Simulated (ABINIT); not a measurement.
## SrO: equation of state with PBE+D2

The system is SrO.

```xyz
2
Lattice="0.0000 2.5663 2.5663 2.5663 0.0000 2.5663 2.5663 2.5663 0.0000" Properties=species:S:1:pos:R:3 pbc="T T T"
Sr    2.5663    2.5663    2.5663
O     0.0000    0.0000    0.0000
```

```
Program             : ABINIT 10.8.3 (patched build)
Task                : equation of state
Functional          : PBE
Dispersion          : D2
Potentials or basis : JTH PAW PBE v2.0
Cutoff              : 626 eV
k mesh              : 9 × 9 × 9
Occupations         : fermi-dirac, width 0.05 eV
Spin                : no spin polarisation
```

- Equilibrium volume: 16.70 Å³/atom
- Bulk modulus: 97 GPa
- Pressure derivative of the bulk modulus: 5.2

Energy against volume, from the lowest point:
| volume (Å³/atom) | energy (meV/atom) |
| --- | --- |
| 15.887 | 13.03 |
| 16.225 | 4.06 |
| 16.563 | 0.00 |
| 16.901 | 0.33 |
| 17.239 | 4.52 |
| 17.577 | 12.07 |
| 17.915 | 22.62 |

It took 100 s on 1 thread of AMD EPYC 7R43 64-Core Processor (Zen 3), with other jobs on the host, peak memory 0.14 GiB.

Caveat: pressures at fixed basis lie under the slope of the energies.
